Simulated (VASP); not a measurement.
# SnO2 (Cassiterite) (P4_2/mnm) in VASP: a series of runs, part 2 of 2

VASP 6.6.1.

**3. Dielectric tensor, PBE**

The input, INCAR:

```
SYSTEM = SnO2
ALGO = Normal
EDIFF = 1E-8
ENCUT = 800
GGA = PE
ISIF = 2
ISMEAR = 0
LASPH = .TRUE.
LCHARG = .FALSE.
LEPSILON = .TRUE.
LREAL = .FALSE.
LWAVE = .FALSE.
NELM = 100
PREC = Accurate
SIGMA = 0.01
```

The input, KPOINTS:

```
k-points
0
G
  8 8 12
  0 0 0
```

The input, POSCAR:

```
SnO2
1.0
    4.7380000000      0.0000000000      0.0000000000
    0.0000000000      4.7380000000      0.0000000000
    0.0000000000      0.0000000000      3.1865000000
Sn O
2 4
Direct
    0.5000000000      0.5000000000      0.5000000000
    0.0000000000      0.0000000000      0.0000000000
    0.8071000000      0.1929000000      0.5000000000
    0.6929000000      0.6929000000      0.0000000000
    0.1929000000      0.8071000000      0.5000000000
    0.3071000000      0.3071000000      0.0000000000
```

Potentials or basis: VASP PAW PBE potentials, release 64 (Sn_d, O).

Run with:

```
$ cat potpaw_PBE.64/Sn_d/POTCAR potpaw_PBE.64/O/POTCAR > POTCAR
$ mpirun -np 1 vasp_std > vasp.out
```

OUTCAR:

```text
SYSTEM = SnO2
   EDIFF = 1E-8
   ENCUT = 800
   GGA = PE
   ISIF = 2
   ISMEAR = 0
   LASPH = .TRUE.
   LEPSILON = .TRUE.
   LREAL = .FALSE.
   NELM = 100
   PREC = Accurate

 ion  position               nearest neighbor table
   1  0.500  0.500  0.500-   4 2.05   6 2.05   4 2.05   6 2.05   5 2.06   3 2.06   2 3.71   2 3.71
                             2 3.71   2 3.71   2 3.71   2 3.71   2 3.71   2 3.71
   2  0.000  0.000  0.000-   3 2.05   5 2.05   3 2.05   5 2.05   4 2.06   6 2.06   1 3.71   1 3.71
                             1 3.71   1 3.71   1 3.71   1 3.71   1 3.71   1 3.71
   3  0.807  0.193  0.500-   2 2.05   2 2.05   1 2.06
   4  0.693  0.693  0.000-   1 2.05   1 2.05   2 2.06
   5  0.193  0.807  0.500-   2 2.05   2 2.05   1 2.06
   6  0.307  0.307  0.000-   1 2.05   1 2.05   2 2.06

  LATTYP: Found a simple tetragonal cell.
 ALAT       =     4.7380000000
 C/A-ratio  =     0.6725411566

  Lattice vectors:

 A1 = (   4.7380000000,   0.0000000000,   0.0000000000)
 A2 = (   0.0000000000,   4.7380000000,   0.0000000000)
 A3 = (   0.0000000000,   0.0000000000,   3.1865000000)

Analysis of symmetry for initial positions (statically):
=====================================================================
 Subroutine PRICEL returns:
 Original cell was already a primitive cell.

 Routine SETGRP: Setting up the symmetry group for a
 simple tetragonal supercell.

 Subroutine GETGRP returns: Found 16 space group operations
[... 1067 lines left out ...]

 PIEZOELECTRIC TENSOR FIELD DIRECTION 3  (C/m^2)
 -----------------------------------------------------------------------------
     0.00039  0.00000  0.00000
    -0.00000  0.00039  0.00000
     0.00000  0.00000 -0.00122

 MACROSCOPIC STATIC DIELECTRIC TENSOR (including local field effects in DFT)
 ------------------------------------------------------
           4.245017     0.000000     0.000000
           0.000000     4.245017     0.000000
           0.000000     0.000000     4.551756
 ------------------------------------------------------

 PIEZOELECTRIC TENSOR (including local field effects)  for field in x, y, z        (e  Angst)
          XX          YY          ZZ          XY          YZ          ZX
  --------------------------------------------------------------------------------
  x     0.00000     0.00000     0.00000     0.00000     0.00000     0.00000
  y     0.00000     0.00000     0.00000     0.00000     0.00000     0.00000
  z     0.00000     0.00000     0.00000     0.00000     0.00000     0.00000

 PIEZOELECTRIC TENSOR (including local field effects)  for field in x, y, z        (C/m^2)
          XX          YY          ZZ          XY          YZ          ZX
  --------------------------------------------------------------------------------
  x     0.00000     0.00000     0.00000     0.00000     0.00000     0.00000
  y     0.00000     0.00000     0.00000     0.00000     0.00000     0.00000
  z     0.00000     0.00000     0.00000     0.00000     0.00000     0.00000

 BORN EFFECTIVE CHARGES (including local field effects) (in |e|, cummulative output)
 ---------------------------------------------------------------------------------
 ion    1
    1     4.08224    -0.44551     0.00000
    2    -0.44551     4.08224     0.00000
    3     0.00000     0.00000     4.46834
 ion    2
    1     4.08224     0.44551     0.00000
    2     0.44551     4.08224     0.00000
    3     0.00000     0.00000     4.46834
 ion    3
    1    -2.04112     0.69148     0.00000
    2     0.69148    -2.04112     0.00000
    3     0.00000     0.00000    -2.23417
 ion    4
    1    -2.04112    -0.69148     0.00000
    2    -0.69148    -2.04112     0.00000
    3     0.00000     0.00000    -2.23417
 ion    5
    1    -2.04112     0.69148     0.00000
    2     0.69148    -2.04112     0.00000
    3     0.00000     0.00000    -2.23417
 ion    6
    1    -2.04112    -0.69148     0.00000
    2    -0.69148    -2.04112     0.00000
    3     0.00000     0.00000    -2.23417
```

OSZICAR:

```text
N       E                     dE             d eps       ncg     rms          rms(c)
DAV:   1     0.778106494637E+03    0.77811E+03   -0.33842E+04  6938   0.342E+03
DAV:   2     0.847600053233E+02   -0.69335E+03   -0.66977E+03  7028   0.836E+02
[... 12 lines left out ...]
RMM:   5    -0.750475081173E+00   -0.46463E-02   -0.69744E-04 12405   0.161E-01    0.326E-02
RMM:   6    -0.750737330607E+00   -0.26225E-03   -0.80182E-05 11433   0.502E-02    0.440E-03
RMM:   7    -0.750973249297E+00   -0.23592E-03   -0.86780E-06 12333   0.165E-02    0.125E-03
RMM:   8    -0.751041661375E+00   -0.68412E-04   -0.22851E-06 12617   0.476E-03    0.345E-04
RMM:   9    -0.751053279420E+00   -0.11618E-04   -0.41725E-07 12523   0.136E-03    0.111E-04
RMM:  10    -0.751048138421E+00    0.51410E-05   -0.20582E-08 12362   0.455E-04    0.478E-05
RMM:  11    -0.751049226640E+00   -0.10882E-05    0.80263E-08  9493   0.178E-04    0.693E-06
```

stdout:

```text
POSCAR found type information on POSCAR SnO
 POSCAR found :  2 types and       6 ions
 scaLAPACK will be used
 LDA part: xc-table for (Slater+PW92), standard interpolation
 POSCAR, INCAR and KPOINTS ok, starting setup
 FFT: planning ... GRIDC
 FFT: planning ... GRID_SOFT
 FFT: planning ... GRID
[... 100 lines left out ...]
 onal to |phi(0)> (1.259338994010761E-004,7.865930129469234E-014)
 LRF_COMMUTATOR internal error: the vector H(1)-e(1) S(1) |phi(0)> is not orthog
 onal to |phi(0)> (-1.427786931145758E-004,-5.741240816092841E-014)
 LRF_COMMUTATOR internal error: the vector H(1)-e(1) S(1) |phi(0)> is not orthog
 onal to |phi(0)> (1.427786931045283E-004,3.550632010629329E-014)
 LRF_COMMUTATOR internal error: the vector H(1)-e(1) S(1) |phi(0)> is not orthog
 onal to |phi(0)> (-1.738291820980731E-004,-8.402306628241263E-014)
 LRF_COMMUTATOR internal error: the vector H(1)-e(1) S(1) |phi(0)> is not orthog
 onal to |phi(0)> (1.738291860604035E-004,1.231237334309299E-013)
 LRF_COMMUTATOR
```

Wall time 46 min (1 thread of Intel Xeon Platinum 8488C (Sapphire Rapids), shared host); peak memory 1.6 GiB.

Results:

- Band gap on the k mesh: 1.28 eV, direct
- Electronic dielectric tensor (diagonal): 4.25, 4.25, 4.55
- Born charges (mean of the diagonal): Sn +4.21; O -2.11 e

Levels at points of the mesh, in eV from the valence-band top:
| k point | band 23 | band 24 | band 25 | band 26 | band 27 | band 28 | band 29 | band 30 |
| --- | --- | --- | --- | --- | --- | --- | --- | --- |
| (0.00, 0.00, 0.00) | -1.23 | -0.78 | -0.78 | 0.00 | 1.28 | 6.16 | 6.35 | 6.35 |
| (0.50, 0.00, 0.00) | -1.19 | -1.19 | -0.64 | -0.64 | 4.45 | 4.45 | 7.10 | 7.10 |
| (0.50, 0.50, 0.00) | -1.31 | -1.31 | -0.90 | -0.90 | 4.84 | 4.84 | 7.53 | 7.53 |
| (0.00, 0.00, 0.50) | -1.66 | -1.66 | -1.26 | -1.26 | 6.23 | 6.23 | 9.78 | 9.78 |
| (0.50, 0.00, 0.50) | -1.10 | -1.10 | -0.70 | -0.70 | 6.51 | 6.51 | 8.08 | 8.08 |
| (0.50, 0.50, 0.50) | -0.97 | -0.97 | -0.84 | -0.84 | 4.93 | 4.93 | 8.89 | 8.89 |

Electronic dielectric tensor:
```
4.25 0.00 0.00
0.00 4.25 0.00
0.00 0.00 4.55
```

Born effective charge tensors (e):
atom 1, Sn
```
 4.08 -0.45  0.00
-0.45  4.08  0.00
 0.00  0.00  4.47
```
atom 2, Sn
```
4.08 0.45 0.00
0.45 4.08 0.00
0.00 0.00 4.47
```
atom 3, O
```
-2.04  0.69  0.00
 0.69 -2.04  0.00
 0.00  0.00 -2.23
```
atom 4, O
```
-2.04 -0.69  0.00
-0.69 -2.04  0.00
 0.00  0.00 -2.23
```
atom 5, O
```
-2.04  0.69  0.00
 0.69 -2.04  0.00
 0.00  0.00 -2.23
```
atom 6, O
```
-2.04 -0.69  0.00
-0.69 -2.04  0.00
 0.00  0.00 -2.23
```

Caveat: spin-orbit coupling is left out, which moves the levels of the heavy elements. As with any semilocal functional, this PBE gap is likely too small.

**4. The reference run**

An earlier run on the cell as given: functional PBEsol; potentials or basis VASP PAW PBE potentials, release 64 (Sn_d, O); cutoff 520 eV; k mesh 6 × 6 × 8; occupations fermi-dirac, width 0.05 eV; no spin polarisation.

* Pressure: 5.4 GPa
* Largest force: 0.229 eV/Å
* Band gap on the k mesh: 1.18 eV, direct
